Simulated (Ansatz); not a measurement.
What spin–orbit coupling does to the bands of Sb

```
Sb
1.0
     3.36900    0.00000    0.00000
    -1.68450    2.91764    0.00000
     0.00000    0.00000    5.33000
Sb
2
Direct
  0.33333 0.66667 0.25000
  0.66667 0.33333 0.75000
```

Atoms are numbered in the order listed.

The cell is COD entry 1539203, as deposited and not checked against the literature; nothing was relaxed.

All numbers are computed: DFT, PBE, all-electron LAPW, scalar-relativistic (Ansatz 0.2.0); DFT, PBE, all-electron LAPW, Dirac equation with spin-orbit coupling (Ansatz 0.2.0).

Settings: a Γ-centred 12×12×7 k mesh, Fermi–Dirac smearing of 0.05 eV, basis error target 0.5 meV/atom, no spin polarisation.

Levels between -6 and 3 eV, each run counted from its own valence-band top where it has a gap, else its Fermi level. Scalar levels are listed once for both spins; with the coupling every spinor state is counted. Levels near the edges of the range can cross them.

Q: At Γ (0.000, 0.000, 0.000) the scalar-relativistic levels are -5.97. What are they with spin–orbit coupling?

A: -5.96 (×2), 2.98 (×2).

Q: At K (0.333, 0.333, 0.000) the scalar-relativistic levels are -4.68, -2.08 (×2), -0.89 (×3). What are they with spin–orbit coupling?

A: -4.67 (×2), -2.28 (×2), -1.89 (×2), -1.08 (×2), -0.83 (×2), -0.65 (×2).

Q: At M (0.500, 0.000, 0.000) the scalar-relativistic levels are -4.25, -2.92, -2.42, -0.22, 0.10. What are they with spin–orbit coupling?

A: -4.24 (×2), -2.99 (×2), -2.34 (×2), -0.20 (×2), 0.15 (×2).
